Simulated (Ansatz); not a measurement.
Runs of Ansatz 0.2.0 on Te. The structure is trigonal, space group P3_121 (No. 152). The conventional cell has a = 4.454 Å, b = 4.454 Å, c = 5.924 Å, α = 90.00°, β = 90.00°, γ = 120.00°. Te (site symmetry 2) is surrounded by 2 Te at 2.86 Å. 

```csv
task,potentials or basis,k mesh,cutoff (eV),smearing,basis error allowed,gap on the mesh (eV),pressure (GPa),largest force (eV/Å)
elastic constants,"all-electron LAPW, scalar-relativistic",5 × 5 × 4,234,fermi-dirac 0.05 eV,0.002 eV/atom,0.46,(b),-
dielectric tensor,all-electron PAW datasets made for the crystal,7 × 7 × 5,160,fixed,-,0.60,-,-
single point,"all-electron LAPW, scalar-relativistic",4 × 4 × 3,215,fermi-dirac 0.03 eV,0.002 eV/atom,0.77,-0.8,(a)
phonons,"all-electron LAPW, scalar-relativistic",7 × 7 × 5,234,fermi-dirac 0.05 eV,0.002 eV/atom,0.60,-,0.10
```

Alike in all rows: level PBEsol; no spin polarisation; cell as given.

Q: Fill in the values left out.

A: (a) 0.09; (b) -1.2.

Caveats: spin-orbit coupling is left out, which moves the levels of the heavy elements; an odd mesh through Γ misses points on the zone boundary, where band edges often lie.

A k mesh can miss the band edges, and the runs leave out spin-orbit coupling on Te.

The runs don't all hold the same shells in valence.
